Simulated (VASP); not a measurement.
# Pt (Fd-3m) in VASP: notebook

One crystal, Pt, is run at these levels: PBE; tasks: single point, relaxation of cell and atoms.

Program: VASP 6.6.1. These are calculated values, not measurements. Logs are shortened: lines on timing, memory, paths and dates and some standing lists are left out, and cuts for length are marked.

### Step 1. The crystal as given

Symmetry: Fd-3m, No. 227, cubic system. Conventional cell: a = 5.775 Å, b = 5.775 Å, c = 5.775 Å, α = 90.00°, β = 90.00°, γ = 90.00°. Around Pt (site symmetry -43m) lie 4 Pt at 2.50 Å.

The cell was built by a generator and needn't be a form met in nature.

### Step 2. Single point, PBE

File INCAR:

```
SYSTEM = Pt
PREC = Accurate ; ENCUT = 520
EDIFF = 1E-7 ; ISMEAR = 0
SIGMA = 0.1 ; LREAL = .False.
LASPH = .True. ; NELM = 100
ALGO = Fast ; ISIF = 2
LWAVE = .False. ; LCHARG = .False.
GGA = PE ; NBANDS = 17
```

File KPOINTS:

```
Automatic mesh
0
Gamma
  16 16 16
  0 0 0
```

File POSCAR:

```
Pt
1.0
    0.0000000000      2.8874097055      2.8874097055
    2.8874097055      0.0000000000      2.8874097055
    2.8874097055      2.8874097055      0.0000000000
Pt
2
Direct
    0.0000000000      0.0000000000      0.0000000000
    0.2500000000      0.2500000000      0.2500000000
```

Potentials or basis: VASP PAW PBE potentials, release 64 (Pt).

Launch:

```console
> cat potpaw_PBE.64/Pt/POTCAR > POTCAR
> mpirun -np 1 vasp_std > vasp.out
```

OUTCAR:

```text
SYSTEM = Pt
   PREC = Accurate
   ENCUT = 520
   EDIFF = 1E-7
   ISMEAR = 0
   LREAL = .False.
   LASPH = .True.
   NELM = 100
   ISIF = 2
   GGA = PE

 ion  position               nearest neighbor table
   1  0.000  0.000  0.000-   2 2.50   2 2.50   2 2.50   2 2.50
   2  0.250  0.250  0.250-   1 2.50   1 2.50   1 2.50   1 2.50

  LATTYP: Found a face centered cubic cell.
 ALAT       =     5.7748194110

  Lattice vectors:

 A1 = (   0.0000000000,   2.8874097055,   2.8874097055)
 A2 = (   2.8874097055,   0.0000000000,   2.8874097055)
 A3 = (   2.8874097055,   2.8874097055,   0.0000000000)

Analysis of symmetry for initial positions (statically):
=====================================================================
 Subroutine PRICEL returns:
 Original cell was already a primitive cell.

 Routine SETGRP: Setting up the symmetry group for a
 face centered cubic supercell.

 Subroutine GETGRP returns: Found 48 space group operations
 (whereof 24 operations were pure point group operations)
 out of a pool of 48 trial point group operations.

The static configuration has the point symmetry T_d .
 The point group associated with its full space group is O_h .

Analysis of symmetry for dynamics (positions and initial velocities):
=====================================================================
 Subroutine PRICEL returns:
 Original cell was already a primitive cell.

 Routine SETGRP: Setting up the symmetry group for a
 face centered cubic supercell.

 Subroutine GETGRP returns: Found 48 space group operations
 (whereof 24 operations were pure point group operations)
 out of a pool of 48 trial point group operations.

The dynamic configuration has the point symmetry T_d .
 The point group associated with its full space group is O_h .

 Subroutine INISYM returns: Found 48 space group operations
 (whereof 24 operations are pure point group operations),
 and found     1 'primitive' translations

----------------------------------------------------------------------------------------

                                     Primitive cell

  volume of cell :      48.1454

  direct lattice vectors                    reciprocal lattice vectors
     0.000000000  2.887409706  2.887409706    -0.173165588  0.173165588  0.173165588
     2.887409706  0.000000000  2.887409706     0.173165588 -0.173165588  0.173165588
     2.887409706  2.887409706  0.000000000     0.173165588  0.173165588 -0.173165588

  length of vectors
     4.083413966  4.083413966  4.083413966     0.299931597  0.299931597  0.299931597

  position of ions in fractional coordinates (direct lattice)
     0.000000000  0.000000000  0.000000000
     0.250000000  0.250000000  0.250000000

  ion indices of the primitive-cell ions
   primitive index   ion index
                 1           1
                 2           2

----------------------------------------------------------------------------------------

 KPOINTS: Automatic mesh

Automatic generation of k-mesh.
 Grid dimensions read from file:
 generate k-points for:   16   16   16

 Generating k-lattice:

  Cartesian coordinates                     Fractional coordinates (reciprocal lattice)
    -0.010822849  0.010822849  0.010822849     0.062500000  0.000000000  0.000000000
     0.010822849 -0.010822849  0.010822849     0.000000000  0.062500000  0.000000000
     0.010822849  0.010822849 -0.010822849     0.000000000  0.000000000  0.062500000

  Length of vectors
     0.018745725  0.018745725  0.018745725

  Shift w.r.t. Gamma in fractional coordinates (k-lattice)
     0.000000000  0.000000000  0.000000000

 Subroutine IBZKPT returns following result:
 ===========================================

 Found    145 irreducible k-points:

 Following reciprocal coordinates:
            Coordinates               Weight
  0.000000  0.000000  0.000000      1.000000
  0.062500  0.000000  0.000000      8.000000
  0.125000  0.000000  0.000000      8.000000
  0.187500  0.000000  0.000000      8.000000
  0.250000  0.000000  0.000000      8.000000
  0.312500  0.000000  0.000000      8.000000
[... 16 lines left out ...]
 -0.125000  0.062500  0.000000     24.000000
 -0.062500  0.062500  0.000000     12.000000
 [... further k-points ...]
   k-points           NKPTS =    145   k-points in BZ     NKDIM =    145   number of bands    NBANDS=     17
   number of dos      NEDOS =    301   number of ions     NIONS =      2
   total plane-waves  NPLWV =  27000
   dimension x,y,z NGX =    30 NGY =   30 NGZ =   30
   dimension x,y,z NGXF=    60 NGYF=   60 NGZF=   60
   ions per type =               2
   NGX,Y,Z   is equivalent  to a cutoff of  12.21, 12.21, 12.21 a.u.
   NGXF,Y,Z  is equivalent  to a cutoff of  24.43, 24.43, 24.43 a.u.
 SYSTEM =  Pt
   PREC   = accura    normal or accurate (medium, high low for compatibility)
   ISTART =      0    job   : 0-new  1-cont  2-samecut
   ICHARG =      2    charge: 1-file 2-atom 10-const
   ISPIN  =      1    spin polarized calculation?
   LNONCOLLINEAR =      F non collinear calculations
   LSORBIT =      F    spin-orbit coupling
   LASPH  =      T    aspherical Exc in radial PAW
   ENCUT  =  520.0 eV  38.22 Ry    6.18 a.u.   7.59  7.59  7.59*2*pi/ulx,y,z
   NELM   =    100;   NELMIN=  2; NELMDL= -5     # of ELM steps
   EDIFF  = 0.1E-06   stopping-criterion for ELM
   LREAL  =      F    real-space projection
   EDIFFG = 0.1E-05   stopping-criterion for IOM
   NSW    =      0    number of steps for IOM
   IBRION =     -1    ionic relax: 0-MD 1-quasi-New 2-CG
   NFREE  =      0    steps in history (QN), initial steepest desc. (CG)
   ISIF   =      2    stress and relaxation
   ISYM   =      2    0-nonsym 1-usesym 2-fastsym
   POTIM  = 0.5000    time-step for ionic-motion
   TEBEG  =    0.0;   TEEND  =   0.0 temperature during run
   PSTRESS=    0.0 pullay stress
   NELECT =      20.0000    total number of electrons
   NUPDOWN=      -1.0000    fix difference up-down
   EMIN   =  10.00;   EMAX   =-10.00  energy-range for DOS
   EFERMI =   0.00;   METHOD = LEGACY
   ISMEAR =     0;   SIGMA  =   0.10  broadening in eV -4-tet -1-fermi 0-gaus
   EFERMI_NEDOS =   21; number of points for ismear=-14 and -15
   IALGO  =     68    algorithm
   IMIX   =      4    mixing-type and parameters
     AMIX     =   0.40;   BMIX     =  1.00
     AMIX_MAG =   1.60;   BMIX_MAG =  1.00
  volume/ion in A,a.u.               =      24.07       162.45
  Fermi-wavevector in a.u.,A,eV,Ry     =   1.221518  2.308334 20.301327  1.492105
  Thomas-Fermi vector in A             =   2.356697
   LORBIT       =      0    0 simple, 1 ext, 2 COOP (PROOUT), +10 PAW based schemes
   GGA     = PE    functional components
   LHFCALC =     F    Hartree Fock is set to
   AEXX    =    0.0000 exact exchange contribution
   IVDW    =     0    specifies the selected vdW correction
   LEPSILON=     F    determine dielectric tensor
   LRPA    =     F    only Hartree local field effects (RPA)
 non-spin polarized calculation
 RMM-DIIS sequential band-by-band and
 Gauss-broadening in eV      SIGMA  =   0.10
  energy-cutoff  :      520.00
  volume of cell :       48.15
 maximum number of plane-waves:      1316
   NGX = 15   NGY = 15   NGZ = 15

 number of electron      19.9999998 magnetization

 Free energy of the ion-electron system (eV)
  ---------------------------------------------------
  ext. energy  EPLUGINS =         0.00000000
  ---------------------------------------------------
  free energy    TOTEN  =       -10.06929658 eV

  energy without entropy =      -10.03917237  energy(sigma->0) =      -10.05423448

 E-fermi :   5.0330     XC(G=0): -10.4304

 val. band max:        5.0303829919   @ k =   0.1875   0.0625   0.0000
 cond. band min:       5.0343793590   @ k =  -0.3750   0.2500   0.0000
 fundamental gap:      0.0039963670
 Fermi energy:         5.0330328927

 k-point     1 :       0.0000    0.0000    0.0000
  band No.  band energies     occupation
      1      -1.9364      2.00000
      2       0.6070      2.00000
      3       0.6070      2.00000
      4       0.7578      2.00000
      5       0.7578      2.00000
      6       0.7578      2.00000
[... 9 lines left out ...]
     16      16.5591      0.00000
     17      17.4828      0.00000

 k-point     2 :       0.0625    0.0000    0.0000
  band No.  band energies     occupation
      1      -1.8786      2.00000
      2       0.5356      2.00000
      3       0.5356      2.00000
      4       0.7522      2.00000
      5       0.8490      2.00000
      6       0.8490      2.00000
[... 9 lines left out ...]
     16      16.3326      0.00000
     17      18.1863      0.00000

 k-point     3 :       0.1250    0.0000    0.0000
  band No.  band energies     occupation
      1      -1.7096      2.00000
      2       0.4494      2.00000
      3       0.4494      2.00000
      4       0.7368      2.00000
      5       0.9872      2.00000
      6       0.9872      2.00000
[... 9 lines left out ...]
     16      16.7321      0.00000
     17      18.0724      0.00000

 k-point     4 :       0.1875    0.0000    0.0000
  band No.  band energies     occupation
      1      -1.4439      2.00000
      2       0.3974      2.00000
      3       0.3974      2.00000
      4       0.7148      2.00000
      5       1.1027      2.00000
      6       1.1027      2.00000
[... 9 lines left out ...]
     16      17.1366      0.00000
     17      17.8471      0.00000
[... 343 lines left out ...]
      1      -1.2904      2.00000
      2       0.2874      2.00000
      3       0.4930      2.00000
      4       0.6977      2.00000
      5       1.0348      2.00000
      6       1.2592      2.00000
[... 9 lines left out ...]
     16      16.9900      0.00000
     17      17.8195      0.00000

 k-point    23 :      -0.1250    0.0625    0.0000
  band No.  band energies     occupation
      1      -1.5812      2.00000
      2       0.3323      2.00000
      3       0.5136      2.00000
      4       0.7291      2.00000
      5       0.9557      2.00000
      6       1.1421      2.00000
[... 9 lines left out ...]
     16      16.6344      0.00000
     17      17.6361      0.00000

 k-point    24 :      -0.0625    0.0625    0.0000
  band No.  band energies     occupation
      1      -1.7835      2.00000
      2       0.4180      2.00000
      3       0.5492      2.00000
      4       0.7502      2.00000
      5       0.8627      2.00000
      6       0.9947      2.00000
[... 9 lines left out ...]
     16      16.3273      0.00000
     17      17.7152      0.00000

 [... further k-points ...]

------------------------ aborting loop because EDIFF is reached ----------------------------------------

  FORCE on cell =-STRESS in cart. coord.  units (eV):
  Direction    XX          YY          ZZ          XY          YZ          ZX
  --------------------------------------------------------------------------------------
  -------------------------------------------------------------------------------------
  Total       -0.1209914     -0.1209914     -0.1209914     -0.0000000     -0.0000000     -0.0000000
  in kB       -4.0263335     -4.0263335     -4.0263335     -0.0000000     -0.0000000     -0.0000000
  external PRESSURE =      -4.0263335 kB  Pullay stress =       0.0000000 kB

 VOLUME and BASIS-vectors are now :
 -----------------------------------------------------------------------------
  energy-cutoff  :      520.00
  volume of cell :       48.15
      direct lattice vectors                 reciprocal lattice vectors
     0.000000000  2.887409706  2.887409706    -0.173165588  0.173165588  0.173165588
     2.887409706  0.000000000  2.887409706     0.173165588 -0.173165588  0.173165588
     2.887409706  2.887409706  0.000000000     0.173165588  0.173165588 -0.173165588

 POSITION                                       TOTAL-FORCE (eV/Angst)
 -----------------------------------------------------------------------------------
      0.00000      0.00000      0.00000        -0.000000     -0.000000     -0.000000
      1.44370      1.44370      1.44370         0.000000      0.000000      0.000000
 -----------------------------------------------------------------------------------
    total drift:                                0.000000     -0.000000      0.000000

  FREE ENERGIE OF THE ION-ELECTRON SYSTEM (eV)
  ---------------------------------------------------
  free  energy   TOTEN  =       -10.0692965834 eV

  energy  without entropy=      -10.0391723670  energy(sigma->0) =      -10.05423448
```

It took 54 s on 1 thread of AMD EPYC 9R45 (Zen 5), shared host; peak memory 0.21 GiB.

What came out:

```yaml
Free_energy: -10.0693 eV
Pressure: -0.4 GPa
Band_gap_on_the_k_mesh: none (metal or under the smearing width)
```

Spin-orbit coupling is left out, which matters for the levels of Pt.

### Step 3. Relaxation of cell and atoms, PBE

This run uses another cell than the first one, of 24.12 Å³/atom, 1.002 times its volume.

File INCAR:

```
SYSTEM = Pt
ALGO = Fast
EDIFF = 1E-6
EDIFFG = -0.01
ENCUT = 600
GGA = PE
IBRION = 2
ISIF = 3
ISMEAR = 0
LASPH = .TRUE.
LCHARG = .FALSE.
LREAL = .FALSE.
LWAVE = .FALSE.
NELM = 100
NSW = 100
PREC = Accurate
SIGMA = 0.1
```

File KPOINTS:

```
k-points
0
G
  16 16 16
  0 0 0
```

File POSCAR:

```
Pt
1.0
    0.0000000000      2.8893586611      2.8893586611
    2.8893586611      0.0000000000      2.8893586611
    2.8893586611      2.8893586611      0.0000000000
Pt
2
Direct
    0.0000000000      0.0000000000      0.0000000000
    0.2500000000      0.2500000000      0.2500000000
```

Potentials or basis: VASP PAW PBE potentials, release 64 (Pt).

Launch:

```console
> cat potpaw_PBE.64/Pt/POTCAR > POTCAR
> mpirun -np 1 vasp_std > vasp.out
```

OUTCAR:

```text
SYSTEM = Pt
   EDIFF = 1E-6
   EDIFFG = -0.01
   ENCUT = 600
   GGA = PE
   IBRION = 2
   ISIF = 3
   ISMEAR = 0
   LASPH = .TRUE.
   LREAL = .FALSE.
   NELM = 100
   NSW = 100
   PREC = Accurate

 ion  position               nearest neighbor table
   1  0.000  0.000  0.000-   2 2.50   2 2.50   2 2.50   2 2.50
   2  0.250  0.250  0.250-   1 2.50   1 2.50   1 2.50   1 2.50

  LATTYP: Found a face centered cubic cell.
 ALAT       =     5.7787173222

  Lattice vectors:

 A1 = (   0.0000000000,   2.8893586611,   2.8893586611)
 A2 = (   2.8893586611,   0.0000000000,   2.8893586611)
 A3 = (   2.8893586611,   2.8893586611,   0.0000000000)

Analysis of symmetry for initial positions (statically):
=====================================================================
 Subroutine PRICEL returns:
 Original cell was already a primitive cell.

 Routine SETGRP: Setting up the symmetry group for a
 face centered cubic supercell.

 Subroutine GETGRP returns: Found 48 space group operations
 (whereof 24 operations were pure point group operations)
 out of a pool of 48 trial point group operations.

The static configuration has the point symmetry T_d .
 The point group associated with its full space group is O_h .

Analysis of symmetry for dynamics (positions and initial velocities):
=====================================================================
 Subroutine PRICEL returns:
 Original cell was already a primitive cell.

[... 236 lines left out ...]
  ext. energy  EPLUGINS =         0.00000000
  ---------------------------------------------------
  free energy    TOTEN  =       -10.06920846 eV

  energy without entropy =      -10.03927273  energy(sigma->0) =      -10.05424060

 E-fermi :   5.0709     XC(G=0): -10.4469

 val. band max:        5.0691735388   @ k =   0.1875   0.0625   0.0000
 cond. band min:       5.0724865700   @ k =  -0.3750   0.4375   0.1875
 fundamental gap:      0.0033130312
 Fermi energy:         5.0708947900

 k-point     1 :       0.0000    0.0000    0.0000
  band No.  band energies     occupation
      1      -1.9216      2.00000
      2       0.6239      2.00000
      3       0.6239      2.00000
      4       0.7775      2.00000
      5       0.7775      2.00000
      6       0.7775      2.00000
      7       3.2302      2.00000
      8       3.2302      2.00000
      9       3.2302      2.00000
     10       4.9741      1.82910
     11       4.9741      1.82910
     12      15.5077      0.00000
     13      15.6459      0.00000
     14      16.6221      0.00000
[... 377 lines left out ...]
      1      -1.7682      2.00000
      2       0.4347      2.00000
      3       0.5665      2.00000
      4       0.7698      2.00000
      5       0.8822      2.00000
      6       1.0148      2.00000
      7       3.1119      2.00000
      8       3.1643      2.00000
      9       3.3023      2.00000
     10       4.9210      1.96596
     11       5.0180      1.54531
     12      14.1208      0.00000
     13      14.5959      0.00000
     14      16.1584      0.00000

 [... further k-points ...]

------------------------ aborting loop because EDIFF is reached ----------------------------------------

  FORCE on cell =-STRESS in cart. coord.  units (eV):
  Direction    XX          YY          ZZ          XY          YZ          ZX
  --------------------------------------------------------------------------------------
  -------------------------------------------------------------------------------------
  Total        0.0063931      0.0063931      0.0063931      0.0000000      0.0000000      0.0000000
  in kB        0.2134002      0.2134002      0.2134002      0.0000000      0.0000000      0.0000000
  external PRESSURE =       0.2134002 kB  Pullay stress =       0.0000000 kB
[... 17 lines left out ...]
  FREE ENERGIE OF THE ION-ELECTRON SYSTEM (eV)
  ---------------------------------------------------
  free  energy   TOTEN  =       -10.0692084642 eV

  energy  without entropy=      -10.0392727319  energy(sigma->0) =      -10.05424060

 reached required accuracy - stopping structural energy minimisation
```

It took 2.2 min on 1 thread of AMD EPYC 9R45 (Zen 5), shared host; peak memory 0.26 GiB.

Results:

```yaml
Free_energy: -10.0692 eV
Relaxed_volume: 24.00 Å³/atom
Relaxed_cell: a = 4.079 Å, b = 4.079 Å, c = 4.079 Å, α = 60.00°, β = 60.00°, γ = 60.00°
Space_group_after_relaxing_to_0.05_Å: Fd-3m (No. 227)
Energy_gained_by_relaxing: 0.2 meV/atom
Ionic_steps: 3
Pressure_after_relaxing: 0.0 GPa
Band_gap_on_the_k_mesh: none (metal or under the smearing width)
```

The path:
| step | energy change (eV) | largest force (eV/Å) | pressure (GPa) | volume (Å³) |
| --- | --- | --- | --- | --- |
| 1 | 0.0000 | 0.0000 | -0.59 | 48.24 |
| 2 | 0.0006 | 0.0000 | 0.90 | 47.63 |
| 3 | -0.0004 | 0.0000 | 0.02 | 48.00 |

Final structure:
```
CELL_PARAMETERS angstrom
0.00000 2.88446 2.88446
2.88446 0.00000 2.88446
2.88446 2.88446 0.00000
ATOMIC_POSITIONS crystal
Pt 0.00000 0.00000 0.00000
Pt 0.25000 0.25000 0.25000
```

Spin-orbit coupling is left out, which matters for the levels of Pt.

(Continued in part 2 of 2.)
